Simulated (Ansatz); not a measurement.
An Ansatz run on CaF2 (started from an entry of an open crystallographic database) left the output below. Cell and atoms come from a relaxation with r2SCAN.

Structure:
```
Ca F
1.0
     0.00000    2.71959    2.71959
     2.71959    0.00000    2.71959
     2.71959    2.71959    0.00000
Ca F
1 2
Direct
  0.00000 0.00000 0.00000
  0.25000 0.25000 0.25000
  0.75000 0.75000 0.75000
```

Abridged output:
```
Functional definition: PBE
Crystal: 3 atoms, lattice volume = 40.229 Å³
Basis set: ecut = 420 eV, 749 PW (Γ)
Bands: 16, of which v1, the nominal top of the filled ones, is band 12 counted from 1 (11 counted from 0)
Symmetry: 48 space group operations
k-points: 30 of 216 (irreducible under 8 space group operations, time reversal used)
preconditioner: auto → none  [insulator: Δε(μ)=7.384 eV  ℏωp=27.5 eV]
Free energy (F): -3439.794539 eV
Fermi energy:    3.448368 eV
--- Dielectric response (ions clamped): 1 representative field direction + reference, on 30 of 216 k-points ---
  ε∞ (high-frequency dielectric tensor):
        2.289228     0.000000     0.000000
        0.000000     2.289228     0.000000
        0.000000     0.000000     2.289228
  Born effective charges Z* (e; rows j = field, columns β = displacement):
    site 0:
         2.37253    0.00000    0.00000
         0.00000    2.37253    0.00000
         0.00000    0.00000    2.37253
    site 1:
        -1.18626    0.00000    0.00000
         0.00000   -1.18626    0.00000
         0.00000    0.00000   -1.18626
    site 2:
        -1.18626    0.00000    0.00000
         0.00000   -1.18626    0.00000
         0.00000    0.00000   -1.18626
```

Task: Write the input file that gave this output.

Result:
```yaml
crystal:
  # lattice and atoms as above
kpoints:
  mp_grid: { grid: [6, 6, 6] }
hamiltonian:
  xc: pbe
scf:
  occupations: { method: fixed }
dielectric: {}
```
A response with clamped ions alone is the dielectric block. Not every key shows in the log; this is the file that was used.

Run as `ansatz run input.yaml --threads 2 --pin off --max-ram 2211MiB --backend cpu --events-out ev --progress --plain --runs-dir out`.

The values are computed, spin-unpolarised, and not measurements.
